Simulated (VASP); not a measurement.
# Tm (Im-3m) in VASP: further runs

One crystal, Tm, is run at these levels: PBE; tasks: single point.

All numbers are computed with VASP 6.6.1; they aren't measurements. Logs are shortened: lines on timing, memory, paths and dates and some standing lists are left out, and cuts for length are marked.

**1. Starting point**

It takes space group Im-3m (No. 229, cubic). Conventional cell: a = 3.941 Å, b = 3.941 Å, c = 3.941 Å, α = 90.00°, β = 90.00°, γ = 90.00°. Tm (site symmetry m-3m) has 8 Tm at 3.41 Å as nearest neighbours.

This isn't the form of Tm at room conditions, which is hcp.

**2. Single point, PBE, collinear spin, ferromagnetic start**

Contents of INCAR:

```
SYSTEM = Tm
PREC = Accurate ; ENCUT = 500
EDIFF = 1E-6 ; ISMEAR = -1
SIGMA = 0.1 ; LREAL = .FALSE.
LASPH = .TRUE. ; NELM = 100
ALGO = Normal ; ISIF = 2
LWAVE = .FALSE. ; LCHARG = .FALSE.
ISPIN = 2 ; MAGMOM = 2
LORBIT = 11 ; LMAXMIX = 6
GGA = PE ; NBANDS = 22
ADDGRID = .FALSE.
```

Contents of KPOINTS:

```
regular mesh
0
G
  7 7 7
  0 0 0
```

Contents of POSCAR:

```
Tm
1.0
   -1.9705499473      1.9705499473      1.9705499473
    1.9705499473     -1.9705499473      1.9705499473
    1.9705499473      1.9705499473     -1.9705499473
Tm
1
Direct
    0.0000000000      0.0000000000      0.0000000000
```

Potentials or basis: VASP PAW PBE potentials, release 64 (Tm).

Launch:

```console
cat potpaw_PBE.64/Tm/POTCAR > POTCAR
mpirun -np 1 vasp_std > vasp.out
```

OUTCAR:

```text
SYSTEM = Tm
   PREC = Accurate
   ENCUT = 500
   EDIFF = 1E-6
   ISMEAR = -1
   LREAL = .FALSE.
   LASPH = .TRUE.
   NELM = 100
   ISIF = 2
   ISPIN = 2
   LORBIT = 11
   GGA = PE

 Found     20 irreducible k-points:

 Following reciprocal coordinates:
            Coordinates               Weight
  0.000000  0.000000  0.000000      1.000000
  0.142857  0.000000  0.000000     12.000000
  0.285714  0.000000  0.000000     12.000000
  0.428571  0.000000  0.000000     12.000000
  0.142857  0.142857  0.000000     24.000000
  0.285714  0.142857  0.000000     48.000000
   k-points           NKPTS =     20   k-points in BZ     NKDIM =     20   number of bands    NBANDS=     22
   number of dos      NEDOS =    301   number of ions     NIONS =      1
   total plane-waves  NPLWV =  21952
   dimension x,y,z NGX =    28 NGY =   28 NGZ =   28
   dimension x,y,z NGXF=    56 NGYF=   56 NGZF=   56
   ions per type =               1
   NGX,Y,Z   is equivalent  to a cutoff of  13.64, 13.64, 13.64 a.u.
   NGXF,Y,Z  is equivalent  to a cutoff of  27.28, 27.28, 27.28 a.u.
 SYSTEM =  Tm
   PREC   = accura    normal or accurate (medium, high low for compatibility)
   ISTART =      0    job   : 0-new  1-cont  2-samecut
   ICHARG =      2    charge: 1-file 2-atom 10-const
   ISPIN  =      2    spin polarized calculation?
   LNONCOLLINEAR =      F non collinear calculations
   LSORBIT =      F    spin-orbit coupling
   LASPH  =      T    aspherical Exc in radial PAW
   ENCUT  =  500.0 eV  36.75 Ry    6.06 a.u.   6.22  6.22  6.22*2*pi/ulx,y,z
   NELM   =    100;   NELMIN=  2; NELMDL= -5     # of ELM steps
   EDIFF  = 0.1E-05   stopping-criterion for ELM
   LREAL  =      F    real-space projection
   EDIFFG = 0.1E-04   stopping-criterion for IOM
   NSW    =      0    number of steps for IOM
   IBRION =     -1    ionic relax: 0-MD 1-quasi-New 2-CG
   NFREE  =      0    steps in history (QN), initial steepest desc. (CG)
   ISIF   =      2    stress and relaxation
   ISYM   =      2    0-nonsym 1-usesym 2-fastsym
   POTIM  = 0.5000    time-step for ionic-motion
   TEBEG  =    0.0;   TEEND  =   0.0 temperature during run
   PSTRESS=    0.0 pullay stress
   NELECT =      23.0000    total number of electrons
   NUPDOWN=      -1.0000    fix difference up-down
   EMIN   =  10.00;   EMAX   =-10.00  energy-range for DOS
   EFERMI =   0.00;   METHOD = LEGACY
   ISMEAR =    -1;   SIGMA  =   0.10  broadening in eV -4-tet -1-fermi 0-gaus
   EFERMI_NEDOS =   21; number of points for ismear=-14 and -15
   IALGO  =     38    algorithm
   IMIX   =      4    mixing-type and parameters
     AMIX     =   0.40;   BMIX     =  1.00
     AMIX_MAG =   1.60;   BMIX_MAG =  1.00
  volume/ion in A,a.u.               =      30.61       206.55
  Fermi-wavevector in a.u.,A,eV,Ry     =   1.488367  2.812606 30.140115  2.215236
  Thomas-Fermi vector in A             =   2.601411
   LORBIT       =     11    0 simple, 1 ext, 2 COOP (PROOUT), +10 PAW based schemes
   GGA     = PE    functional components
   LHFCALC =     F    Hartree Fock is set to
   AEXX    =    0.0000 exact exchange contribution
   IVDW    =     0    specifies the selected vdW correction
   LEPSILON=     F    determine dielectric tensor
   LRPA    =     F    only Hartree local field effects (RPA)
 spin polarized calculation
  energy-cutoff  :      500.00
  volume of cell :       30.61
 maximum number of plane-waves:       788
 NGX is ok and might be reduce to    28

 number of electron      22.9999992 magnetization       1.1659690

 Free energy of the ion-electron system (eV)
  ---------------------------------------------------
  ext. energy  EPLUGINS =         0.00000000
  ---------------------------------------------------
  free energy    TOTEN  =        -4.14055782 eV

  energy without entropy =       -3.92285152  energy(sigma->0) =       -4.03170467

 E-fermi :   2.2867     XC(G=0): -10.1981

 val. band max:        2.2819108302   @ k =  -0.2857   0.4286   0.1429
 cond. band min:       2.2894665547   @ k =  -0.4286   0.4286   0.1429
 fundamental gap:      0.0075557245
 Fermi energy:         2.2866869653

 spin component 1

 k-point     1 :       0.0000    0.0000    0.0000
  band No.  band energies     occupation
      1     -48.1930      1.00000
      2     -21.1263      1.00000
      3     -21.1263      1.00000
      4     -21.1263      1.00000
      5      -3.0467      1.00000
      6       0.7060      1.00000
[... 14 lines left out ...]
     21      21.6075      0.00000
     22      21.6075      0.00000

 k-point     2 :       0.1429    0.0000    0.0000
  band No.  band energies     occupation
      1     -48.1848      1.00000
      2     -21.2484      1.00000
      3     -21.1642      1.00000
      4     -21.1269      1.00000
      5      -2.4617      1.00000
      6       0.7136      1.00000
[... 14 lines left out ...]
     21      18.4185      0.00000
     22      18.8704      0.00000

 k-point     3 :       0.2857    0.0000    0.0000
  band No.  band energies     occupation
      1     -48.1661      1.00000
      2     -21.5111      1.00000
      3     -21.2481      1.00000
      4     -21.1285      1.00000
      5      -1.0066      1.00000
      6       0.7315      1.00000
[... 14 lines left out ...]
     21      18.5181      0.00000
     22      18.5200      0.00000

 k-point     4 :       0.4286    0.0000    0.0000
  band No.  band energies     occupation
      1     -48.1512      1.00000
      2     -21.7110      1.00000
      3     -21.3143      1.00000
      4     -21.1297      1.00000
      5       0.2463      1.00000
      6       0.7462      1.00000
[... 14 lines left out ...]
     21      19.3901      0.00000
     22      21.0056      0.00000

 k-point     5 :       0.1429    0.1429    0.0000
  band No.  band energies     occupation
      1     -48.1713      1.00000
      2     -21.4280      1.00000
      3     -21.2107      1.00000
      4     -21.1549      1.00000
      5      -1.4155      1.00000
      6       0.7202      1.00000
[... 14 lines left out ...]
     21      17.1779      0.00000
     22      18.7057      0.00000

 k-point     6 :       0.2857    0.1429    0.0000
  band No.  band energies     occupation
      1     -48.1545      1.00000
      2     -21.6208      1.00000
      3     -21.3130      1.00000
      4     -21.1666      1.00000
      5       0.1214      1.00000
      6       0.7445      1.00000
[... 14 lines left out ...]
     21      17.9013      0.00000
     22      20.6013      0.00000

 [... further k-points ...]

 spin component 2

 k-point     1 :       0.0000    0.0000    0.0000
  band No.  band energies     occupation
      1     -47.6544      1.00000
      2     -20.7550      1.00000
      3     -20.7550      1.00000
      4     -20.7550      1.00000
      5      -3.1347      1.00000
      6       1.8280      0.98992
[... 14 lines left out ...]
     21      21.5466      0.00000
     22      21.5466      0.00000

 k-point     2 :       0.1429    0.0000    0.0000
  band No.  band energies     occupation
      1     -47.6457      1.00000
      2     -20.8836      1.00000
      3     -20.7945      1.00000
      4     -20.7558      1.00000
      5      -2.5441      1.00000
      6       1.7899      0.99309
[... 14 lines left out ...]
     21      18.3530      0.00000
     22      18.8570      0.00000

 k-point     3 :       0.2857    0.0000    0.0000
  band No.  band energies     occupation
      1     -47.6261      1.00000
      2     -21.1592      1.00000
      3     -20.8820      1.00000
      4     -20.7577      1.00000
      5      -1.0783      1.00000
      6       1.7253      0.99637
[... 14 lines left out ...]
     21      18.4198      0.00000
     22      18.5849      0.00000

 k-point     4 :       0.4286    0.0000    0.0000
  band No.  band energies     occupation
      1     -47.6103      1.00000
      2     -21.3684      1.00000
      3     -20.9509      1.00000
      4     -20.7592      1.00000
      5       0.1850      1.00000
      6       1.6891      0.99747
[... 14 lines left out ...]
     21      19.3276      0.00000
     22      20.9737      0.00000

 k-point     5 :       0.1429    0.1429    0.0000
  band No.  band energies     occupation
      1     -47.6315      1.00000
      2     -21.0720      1.00000
      3     -20.8433      1.00000
      4     -20.7852      1.00000
      5      -1.4896      1.00000
      6       1.7422      0.99570
[... 14 lines left out ...]
     21      17.2184      0.00000
     22      18.6448      0.00000

 k-point     6 :       0.2857    0.1429    0.0000
  band No.  band energies     occupation
      1     -47.6138      1.00000
      2     -21.2738      1.00000
      3     -20.9502      1.00000
      4     -20.7977      1.00000
      5       0.0646      1.00000
      6       1.7011      0.99715
[... 14 lines left out ...]
     21      17.8533      0.00000
     22      20.5574      0.00000

 [... further k-points ...]

------------------------ aborting loop because EDIFF is reached ----------------------------------------

  FORCE on cell =-STRESS in cart. coord.  units (eV):
  Direction    XX          YY          ZZ          XY          YZ          ZX
  --------------------------------------------------------------------------------------
  -------------------------------------------------------------------------------------
  Total        0.4857221      0.4857221      0.4857221      0.0000000     -0.0000000     -0.0000000
  in kB       25.4258848     25.4258848     25.4258848      0.0000000     -0.0000000     -0.0000000
  external PRESSURE =      25.4258848 kB  Pullay stress =       0.0000000 kB

 VOLUME and BASIS-vectors are now :
 -----------------------------------------------------------------------------
  energy-cutoff  :      500.00
  volume of cell :       30.61
      direct lattice vectors                 reciprocal lattice vectors
    -1.970549947  1.970549947  1.970549947     0.000000000  0.253736273  0.253736273
     1.970549947 -1.970549947  1.970549947     0.253736273  0.000000000  0.253736273
     1.970549947  1.970549947 -1.970549947     0.253736273  0.253736273  0.000000000

 POSITION                                       TOTAL-FORCE (eV/Angst)
 -----------------------------------------------------------------------------------
      0.00000      0.00000      0.00000         0.000000      0.000000     -0.000000
 -----------------------------------------------------------------------------------
    total drift:                                0.000000      0.000000      0.000000

  FREE ENERGIE OF THE ION-ELECTRON SYSTEM (eV)
  ---------------------------------------------------
  free  energy   TOTEN  =        -4.1405578193 eV

  energy  without entropy=       -3.9228515222  energy(sigma->0) =       -4.03170467

 total charge

# of ion       s       p       d       f       tot
--------------------------------------------------
    1        2.218   5.945   0.400  12.504  21.067

 magnetization (x)

# of ion       s       p       d       f       tot
--------------------------------------------------
    1        0.004  -0.030  -0.025   1.281   1.230
```

Run time: 38 s. Hardware: 1 thread of AMD EPYC 9R45 (Zen 5), shared host; peak memory 0.16 GiB.

These settings aren't checked as converged: the numbers below hold their error.

Results:

```
Free energy                                           : -4.1406 eV
Pressure                                              : 2.5 GPa
Band gap on the k mesh                                : none (metal or under the smearing width)
Net moment                                            : 1.17 μB per cell
Site moments                                          : Tm +1.23 μB
Valence electrons inside the program's atomic spheres : Tm 21.07
```

Caveat: the magnetic or orbital state may not be the lowest; spin-orbit coupling is left out, which moves the levels of the heavy elements.

**3. Single point, PBE, collinear spin, ferromagnetic start**

This run uses another cell than the first one, of the same volume but with other edges.

INCAR is that of step 2.

KPOINTS is that of step 2.

Contents of POSCAR:

```
Tm
1.0
   -1.8621100000      1.9916120000      1.9516370000
    1.9655340000     -2.0016460000      2.0650950000
    1.8577320000      1.9972680000     -1.9616710000
Tm
1
Direct
   -0.0415270000     -0.0161680000     -0.0347540000
```

Potentials or basis: VASP PAW PBE potentials, release 64 (Tm).

Launch:

```console
cat potpaw_PBE.64/Tm/POTCAR > POTCAR
mpirun -np 1 vasp_std > vasp.out
```

Wall time 5.1 min (1 thread of AMD EPYC 9R45 (Zen 5), shared host); peak memory 0.28 GiB.

These settings aren't checked as converged: the numbers below hold their error.

Results:

```yaml
Free_energy: -4.1287 eV
Pressure: 2.5 GPa
Band_gap_on_the_k_mesh: none (metal or under the smearing width)
Net_moment: 1.17 μB per cell
Site_moments: Tm +1.23 μB
Valence_electrons_inside_the_program's_atomic_spheres: Tm 21.07
```

Caveat: the magnetic or orbital state may not be the lowest; spin-orbit coupling is left out, which moves the levels of the heavy elements.

(Part 1 of 2 ends here.)
